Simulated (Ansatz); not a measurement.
Write a Python script for the Ansatz DFT code, driven from Python that makes a comparison of enthalpies under pressure of two structures of I. Settings (first run): PBE, PAW, cutoff 520 eV, Gaussian smearing of 0.05 eV.

`transition_i.py`
```python
"""Enthalpies of two structures of I under pressure."""

import warnings

import ansatz as az
import numpy as np
from tabulate import tabulate

params = {
    "functional": "PBE",
    "cutoff_ev": 520,
    "kspacing": 0.27,
    "occupations": "gaussian",
    "smearing_width": 0.05,
}


def bcc(first, a):
    return (
        az.Lattice.bcc(a)
        .space_group(229)
        .atom(first, [0, 0, 0])
        .primitive()
    )


def diamond(A, a):
    return (
        az.Lattice.fcc(a)
        .space_group(227, origin_choice=1)
        .atom(A, [0, 0, 0])
        .primitive()
    )


def ground_state(name, crystal, pressure=0.0):
    calc = (
        crystal.calculation()
        .functional(params["functional"])
        .basis(params["cutoff_ev"])  # cutoff of the orbital basis
        .kpoints(spacing=params["kspacing"])  # sampling of the Brillouin zone
        .occupations(params["occupations"], width=params["smearing_width"])
    )
    calc = calc.relax(force_tolerance=0.01, cell=True, pressure=pressure)
    return calc.run()


def volume_per_atom(outcome):
    return abs(np.linalg.det(outcome.lattice.cell_ang)) / len(outcome.lattice.sites)

warnings.simplefilter("ignore", az.DeckWarning)

phases = {}
phases["bcc"] = bcc("I", 4.03)
phases["diamond"] = diamond("I", 6.99)

# H = E + PV, with 1 eV per cubic angstrom equal to 160.2 GPa
pressures = [0, 20, 40, 60]
enthalpy, volume = {name: [] for name in phases}, {name: [] for name in phases}
for p in pressures:
    for name, crystal in phases.items():
        o = ground_state(name, crystal, pressure=p)
        volume[name].append(volume_per_atom(o))
        enthalpy[name].append(o.report["energy_sigma0_ev"] / len(o.lattice.sites) + p * volume[name][-1] / 160.21766)
gap = np.array(enthalpy["diamond"]) - np.array(enthalpy["bcc"])
rows = [(p, va, vb, 1000 * d) for p, va, vb, d in zip(pressures, volume["bcc"], volume["diamond"], gap)]
print(tabulate(rows, headers=["P (GPa)", "V bcc (A^3/atom)", "V diamond (A^3/atom)", "H(diamond) - H(bcc) (meV/atom)"], floatfmt=".4f", tablefmt="psql"))
crossings = [p0 - g0 * (p1 - p0) / (g1 - g0) for p0, p1, g0, g1 in zip(pressures, pressures[1:], gap, gap[1:]) if g0 * g1 < 0]
print("crossing near", [round(float(p), 1) for p in crossings], "GPa") if crossings else print("no crossing in this range")
```

`python transition_i.py` gives:
```text
+-----------+--------------------+------------------------+----------------------------------+
|   P (GPa) |   V bcc (A^3/atom) |   V diamond (A^3/atom) |   H(diamond) - H(bcc) (meV/atom) |
|-----------+--------------------+------------------------+----------------------------------|
|         0 |            36.1582 |                60.2259 |                          70.5042 |
|        20 |            25.5257 |                35.8616 |                        1841.3820 |
|        40 |            22.1843 |                29.7395 |                        2928.0097 |
|        60 |            20.1612 |                26.3888 |                        3781.1828 |
+-----------+--------------------+------------------------+----------------------------------+
no crossing in this range
```

Caveats:
- At a fixed pressure a relaxation lowers the enthalpy F + PV, while F alone can rise.
- Only these two structures are compared, at zero temperature and with their symmetry kept; either may be hypothetical, and another phase may be lower than both. Differences under about 40 meV an atom lie within the error of mesh and functional.
- The cells are prototypes set up for this calculation and needn't exist.
- Hardware and time: 39 s on 1 thread of Intel(R) Xeon(R) 6975P-C (Granite Rapids) (shared host), peak memory 0.53 GiB.

(Lines on the test bed's own set-up are left out of the output.)
